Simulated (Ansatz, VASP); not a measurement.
## I: VASP beside Ansatz

INCAR

```
SYSTEM = I
PREC     = Accurate       ! precision mode
ENCUT    = 520            ! plane-wave cutoff, eV
EDIFF    = 1E-6           ! SCF threshold, eV
ISMEAR   = 0              ! smearing method
SIGMA    = 0.15           ! smearing width, eV
LREAL    = .False.        ! projectors in reciprocal space
LASPH    = .True.         ! aspherical terms in the spheres
NELM     = 80             ! most SCF steps
ALGO     = Fast           ! electronic algorithm
ISIF     = 2              ! what is computed and relaxed
LWAVE    = .False.        ! write WAVECAR
LCHARG   = .False.        ! write CHGCAR
GGA      = RP             ! functional
NBANDS   = 10             ! bands
```

The input KPOINTS:

```
Automatic mesh
0
Gamma
  4 4 4
  0 0 0
```

POSCAR

```
I
1.0
    0.0000000000      2.3656004400      3.9098401300
    2.1922454700      0.0000000000      3.9098401300
    2.1922454700      2.3656004400      0.0000000000
I
1
Direct
    0.0000000000      0.0000000000      0.0000000000
```

Input for Ansatz:

```yaml
crystal:
  lattice:
    - [0.0, 2.36560044, 3.90984013]
    - [2.19224547, 0.0, 3.90984013]
    - [2.19224547, 2.36560044, 0.0]
  atoms:
    - { symbol: I, position: [0.0, 0.0, 0.0] }
kpoints:
  mp_grid:
    grid: [4, 4, 4]
hamiltonian:
  xc: rpbe
scf:
  lower_state_search: "off"
  occupations:
    method: gaussian
    width: 0.15
output:
  stress: true
```

Alike in both runs: task single point; functional RPBE; k mesh 4 × 4 × 4; occupations gaussian, width 0.15 eV; no spin polarisation.

```csv
,VASP,Ansatz
version,VASP 6.6.1,Ansatz 0.2.0
potentials or method,"VASP PAW PBE potentials, release 64 (I)","plane waves, PAW"
plane-wave cutoff (eV),520,420
valence electrons in the cell,7,17
```

Ansatz gave:

| Property | Result |
| --- | --- |
| pressure (GPa) | 0.2 |
| largest component of the traceless stress (GPa) | 1.96 |

Task: What did VASP give for the same quantities?

Result: Pressure (GPa): 0.2; largest component of the traceless stress (GPa): 2.01.

The functional is the same, so the differences come from potentials, cutoffs and numerics. The two sets of potentials don't hold the same shells in valence.

Caveats: the k mesh is coarse (spacing up to 0.53 Å⁻¹), so the values aren't converged; the PAW data sets were made with another functional, which shifts forces and pressure a little (VASP); an odd number of electrons without spin polarisation forces a metal; a magnetic or distorted state may lie lower. Spin-orbit coupling is left out, which matters for the levels of I.
